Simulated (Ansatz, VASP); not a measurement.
# CdS (Hawleyite): VASP beside Ansatz

Aim: how closely do two programs agree when they are given the same cell, functional and k mesh?

Method: plane waves, with VASP 6.6.1 beside it; G0W0 gap at PBE, in Ansatz 0.2.0.

### 1. Set-up

It takes space group F-43m (No. 216, cubic). The conventional cell has a = 5.916 Å, b = 5.916 Å, c = 5.916 Å, α = 90.00°, β = 90.00°, γ = 90.00°. Nearest to Cd lie 4 S at 2.56 Å. S has 4 Cd at 2.56 Å nearest. Farther neighbours and most contacts between anions are not listed.

### 2. VASP: G0W0 gap, PBE

Quasiparticle shifts depend on high empty states and on the cores, so they are the hardest test of two PAW sets.

Lines of VASP's logs that name or quote its potential files are left out, and so is its time.

The run reads the wave functions of an earlier VASP run, which isn't shown here.

INCAR

```
SYSTEM = CdS
PREC = Accurate
ENCUT = 300
ISMEAR = 0
SIGMA = 0.01
LREAL = .FALSE.
GGA = PE
NBANDS = 160
ALGO = EVGW0
NELMGW = 1
ENCUTGW = 120
NOMEGA = 48
PRECFOCK = Fast
NBANDSGW = 24
LWAVE = .FALSE.
LCHARG = .FALSE.
```

POSCAR

```
CdS
1.0
    0.0000000000      2.9582000000      2.9582000000
    2.9582000000      0.0000000000      2.9582000000
    2.9582000000      2.9582000000      0.0000000000
Cd S
1 1
Direct
    0.0000000000      0.0000000000      0.0000000000
    0.2500000000      0.2500000000      0.2500000000
```

KPOINTS

```
Automatic mesh
0
Gamma
4 4 4
0 0 0
```

The projector-augmented-wave data sets are Cd_GW and S_GW (PBE family, release 64).

Started as:

```console
mpirun -np 8 vasp_std
```

Numbers of over 12 decimals in the logs are rounded to 6 here.

What it wrote:

```text
[banner, memory and clock lines left out]
running    8 mpi-ranks, on    1 nodes
 distrk:  each k-point on    8 cores,    1 groups
 distr:  one band on    1 cores,    8 groups

 POSCAR found type information on POSCAR CdS
 POSCAR found :  2 types and       2 ions
|                                                                             |
|           W    W    AA    RRRRR   N    N  II  N    N   GGGG   !!!           |
|           W    W   A  A   R    R  NN   N  II  NN   N  G    G  !!!           |
|           W    W  A    A  R    R  N N  N  II  N N  N  G       !!!           |
|           W WW W  AAAAAA  RRRRR   N  N N  II  N  N N  G  GGG   !            |
|           WW  WW  A    A  R   R   N   NN  II  N   NN  G    G                |
|           W    W  A    A  R    R  N    N  II  N    N   GGGG   !!!           |
|                                                                             |
|     For optimal performance we recommend to set                             |
|       NCORE = 2 up to number-of-cores-per-socket                            |
|     NCORE specifies how many cores store one orbital (NPAR=cpu/NCORE).      |
|     This setting can greatly improve the performance of VASP for DFT.       |
|     The default, NCORE=1 might be grossly inefficient on modern             |
|     multi-core architectures or massively parallel machines. Do your        |
|     Unfortunately you need to use the default for GW and RPA                |
|     calculations (for HF NCORE is supported but not extensively tested      |
|     yet).                                                                   |
|                                                                             |

|                                                                             |
|           W    W    AA    RRRRR   N    N  II  N    N   GGGG   !!!           |
|           W    W   A  A   R    R  NN   N  II  NN   N  G    G  !!!           |
|           W    W  A    A  R    R  N N  N  II  N N  N  G       !!!           |
|           W WW W  AAAAAA  RRRRR   N  N N  II  N  N N  G  GGG   !            |
|           WW  WW  A    A  R   R   N   NN  II  N   NN  G    G                |
|           W    W  A    A  R    R  N    N  II  N    N   GGGG   !!!           |
|                                                                             |
|     The default for ENCUTGWSOFT is different in this version of VASP.       |
|     please manually set ENCUTGWSOFT =120 in the INCAR file.                 |
|                                                                             |

 LDA part: xc-table for (Slater+PW92), standard interpolation
 found WAVECAR, reading the header
 POSCAR, INCAR and KPOINTS ok, starting setup
 FFT: planning ... GRIDC
 FFT: planning ... GRID_SOFT
 FFT: planning ... GRID
 reading WAVECAR
 the WAVECAR file was read successfully
 initial charge from wavefunction
 available memory per node:     31.17 GB, setting MAXMEM to     31920

 The Fermi energy was updated, please check that it is located mid-gap
 values below the HOMO (VB) or above the LUMO (CB) will cause erroneous energies
 E-fermi :   2.7821

 calculate exact exchange contribution
 the WAVEDER file was read successfully
energies w=
    0.000    0.000    0.458    0.000    0.915    0.000    1.368    0.000
    1.815    0.000    2.256    0.000    2.690    0.000    3.116    0.000
    3.534    0.000    3.945    0.000    4.348    0.000    4.744    0.000
    5.135    0.000    5.521    0.000    5.904    0.000    6.285    0.000
    6.665    0.000    7.046    0.000    7.430    0.000    7.818    0.000
    8.213    0.000    8.616    0.000    9.031    0.000    9.459    0.000
    9.905    0.000   10.370    0.000   10.860    0.000   11.380    0.000
   11.934    0.000   12.530    0.000   13.175    0.000   13.881    0.000
   14.659    0.000   15.526    0.000   16.501    0.000   17.612    0.000
   18.894    0.000   20.395    0.000   22.180    0.000   24.345    0.000
   27.030    0.000   30.451    0.000   34.960    0.000   41.171    0.000
   50.256    0.000   64.772    0.000   91.559    0.000  157.183    0.000
 responsefunction array rank=     176
 LDA part: xc-table for (Slater+PW92), standard interpolation

 min. memory requirement per mpi rank    108.6 MB, per node    869.0 MB

 allocating   6 responsefunctions rank=   176
 shmem allocating  48 responsefunctions rank=   176
 response function shared by NCSHMEM nodes    1
 Doing            6  frequencies on each core in blocks of           48
NQ=   1    0.0000    0.0000    0.0000,
|.........|.........|.........|.........|.........|.........|.........|.........
 performed        235000 updates of chi_q(r,r)
 total number of BLAS operations         53.78 Gflops
NQ=   2    0.2500    0.0000    0.0000,
|.........|.........|.........|.........|.........|.........|.........|.........
 performed        685000 updates of chi_q(r,r)
 total number of BLAS operations        134.86 Gflops
NQ=   3    0.5000    0.0000    0.0000,
|.........|.........|.........|.........|.........|.........|.........|.........
 performed       1073000 updates of chi_q(r,r)
 total number of BLAS operations        210.59 Gflops
NQ=   4    0.2500    0.2500    0.0000,
|.........|.........|.........|.........|.........|.........|.........|.........
 performed       1523000 updates of chi_q(r,r)
 total number of BLAS operations        290.59 Gflops
NQ=   5    0.5000    0.2500    0.0000,
|.........|.........|.........|.........|.........|.........|.........|.........
 performed       2142000 updates of chi_q(r,r)
 total number of BLAS operations        408.11 Gflops
NQ=   6   -0.2500    0.2500    0.0000,
|.........|.........|.........|.........|.........|.........|.........|.........
 performed       2699000 updates of chi_q(r,r)
 total number of BLAS operations        516.74 Gflops
NQ=   7    0.5000    0.5000    0.0000,
|.........|.........|.........|.........|.........|.........|.........|.........
 performed       3041000 updates of chi_q(r,r)
 total number of BLAS operations        578.46 Gflops
NQ=   8   -0.2500    0.5000    0.2500,
|.........|.........|.........|.........|.........|.........|.........|.........
 performed       3476000 updates of chi_q(r,r)
 total number of BLAS operations        663.16 Gflops
 resolving degeneracies of screened two electron integrals

 calculate QP shifts <psi_nk| G(iteration)W_0 |psi_nk>: iteration 1
 entering main loop
```

From OUTCAR (step 2):

```text
ion  position               nearest neighbor table
   1  0.000  0.000  0.000-   2 2.56   2 2.56   2 2.56   2 2.56
   2  0.250  0.250  0.250-   1 2.56   1 2.56   1 2.56   1 2.56

  LATTYP: Found a face centered cubic cell.
 ALAT       =     5.9164000000

 Subroutine GETGRP returns: Found 24 space group operations
 (whereof 24 operations were pure point group operations)

The static configuration has the point symmetry T_d .

 Found      8 irreducible k-points:

   k-points           NKPTS =      8   k-points in BZ     NKDIM =     64   number of bands    NBANDS=    160

   dimension x,y,z NGX =    24 NGY =   24 NGZ =   24
   dimension x,y,z NGXF=    48 NGYF=   48 NGZF=   48

   ENCUT  =  300.0 eV  22.05 Ry    4.70 a.u.   5.91  5.91  5.91*2*pi/ulx,y,z

   NELECT =      18.0000    total number of electrons

  energy-cutoff  :      300.00
  volume of cell :       51.77
      direct lattice vectors                 reciprocal lattice vectors
     0.000000000  2.958200000  2.958200000    -0.169021702  0.169021702  0.169021702
     2.958200000  0.000000000  2.958200000     0.169021702 -0.169021702  0.169021702
     2.958200000  2.958200000  0.000000000     0.169021702  0.169021702 -0.169021702

 k-points in reciprocal lattice and weights: Automatic mesh
   0.00000000  0.00000000  0.00000000       0.016
   0.25000000  0.00000000  0.00000000       0.125
   0.50000000  0.00000000  0.00000000       0.062
   0.25000000  0.25000000  0.00000000       0.094
   0.50000000  0.25000000  0.00000000       0.375
  -0.25000000  0.25000000  0.00000000       0.188
   0.50000000  0.50000000  0.00000000       0.047
  -0.25000000  0.50000000  0.25000000       0.094

 E-fermi :   2.7821

 QP shifts <psi_nk| G(iteration)W_0 |psi_nk>: iteration 1
 for sc-GW calculations column KS-energies equals QP-energies in previous step
 and V_xc(KS)=  KS-energies - (<T + V_ion + V_H > + <T+V_H+V_ion>^1  + <V_x>^1)
 k-point   1 :       0.0000    0.0000    0.0000
  band No.  KS-energies  QP-energies   sigma(KS)   V_xc(KS)     V^pw_x(r,r')   Z            occupation Imag(sigma)
    ...
      6      -4.8970      -6.7151     -18.1082     -15.4986     -23.1843       0.6967       2.0000       0.2536
      7       2.2658       1.6262     -14.5765     -13.6971     -16.6082       0.7274       2.0000       0.1263
      8       2.2658       1.6262     -14.5765     -13.6971     -16.6082       0.7274       2.0000       0.1263
      9       2.2658       1.6262     -14.5765     -13.6971     -16.6082       0.7274       2.0000       0.1263
     10       3.2983       3.3863      -9.6415      -9.7568      -5.8657       0.7639       0.0000      -0.0665
     11       8.7875       9.1199      -9.1916      -9.6325      -4.7858       0.7538       0.0000      -0.0849
     12       8.7875       9.1199      -9.1916      -9.6325      -4.7858       0.7538       0.0000      -0.0849
     13       8.7875       9.1199      -9.1916      -9.6325      -4.7858       0.7538       0.0000      -0.0849
    ...

 k-point   2 :       0.2500    0.0000    0.0000
  band No.  KS-energies  QP-energies   sigma(KS)   V_xc(KS)     V^pw_x(r,r')   Z            occupation Imag(sigma)
    ...
      6      -4.8930      -6.7149     -18.1084     -15.5000     -23.1905       0.6985       2.0000       0.2555
      7      -0.1334      -0.9116     -13.1323     -12.0347     -15.4865       0.7090       2.0000       0.1467
      8       1.9000       1.2311     -14.2910     -13.3685     -16.3896       0.7251       2.0000       0.1263
      9       1.9000       1.2311     -14.2910     -13.3685     -16.3896       0.7251       2.0000       0.1263
     10       4.9345       5.1328     -10.1054     -10.3672      -6.1920       0.7572       0.0000      -0.0647
     11       8.4822       8.7118      -9.3804      -9.6889      -4.9857       0.7445       0.0000      -0.0935
     12       9.2687       9.6037      -9.2757      -9.7247      -4.7605       0.7460       0.0000      -0.0946
     13       9.2687       9.6037      -9.2757      -9.7247      -4.7605       0.7460       0.0000      -0.0946
    ...

 k-point   3 :       0.5000    0.0000    0.0000
  band No.  KS-energies  QP-energies   sigma(KS)   V_xc(KS)     V^pw_x(r,r')   Z            occupation Imag(sigma)
    ...
      6      -4.5515      -6.2719     -17.9829     -15.5232     -23.0925       0.6994       2.0000       0.2917
      7      -1.8927      -2.6757     -12.0517     -10.8962     -15.0287       0.6776       2.0000       0.2116
      8       1.5718       0.8796     -14.0632     -13.1053     -16.2390       0.7226       2.0000       0.1269
      9       1.5718       0.8796     -14.0632     -13.1053     -16.2390       0.7226       2.0000       0.1269
     10       5.1931       5.4118      -9.6561      -9.9429      -5.5906       0.7625       0.0000      -0.0651
     11       9.2479       9.5360      -9.0767      -9.4615      -4.6460       0.7485       0.0000      -0.0934
     12       9.2479       9.5360      -9.0767      -9.4615      -4.6460       0.7485       0.0000      -0.0934
     13       9.5862       9.7297      -9.4320      -9.6308      -4.6503       0.7215       0.0000      -0.1471
    ...

 k-point   4 :       0.2500    0.2500    0.0000
  band No.  KS-energies  QP-energies   sigma(KS)   V_xc(KS)     V^pw_x(r,r')   Z            occupation Imag(sigma)
    ...
      6      -4.8589      -6.6834     -18.1527     -15.5424     -23.2375       0.6990       2.0000       0.2545
      7       0.0067      -0.7629     -13.4385     -12.3594     -15.7197       0.7132       2.0000       0.1454
      8       1.3233       0.6132     -13.8079     -12.8195     -16.0128       0.7185       2.0000       0.1285
      9       1.3233       0.6132     -13.8079     -12.8195     -16.0128       0.7185       2.0000       0.1285
     10       5.7417       5.9572     -10.3838     -10.6718      -6.4490       0.7486       0.0000      -0.0699
     11       7.0856       7.3030      -8.9606      -9.2462      -4.7856       0.7612       0.0000      -0.0723
     12      10.2922      10.6467      -9.6504     -10.1344      -4.8459       0.7326       0.0000      -0.1313
     13      10.2922      10.6467      -9.6504     -10.1344      -4.8459       0.7326       0.0000      -0.1313
    ...

[... 4 further parts left out ...]
```

(Continued in part 2 of 2.)

[Lines on the potential files, build, host, timing and source positions are cut from VASP's logs without a mark.]

[Logs are printed without paths, hosts, clocks, repeated set-up lines and the standing remarks that a program may print on its own settings, such as how far it seeks lower states.]

[Hosts, paths, dates, database ids (printed as entryN), source tags and the programs' standing remarks are cut or masked in the printed files.]
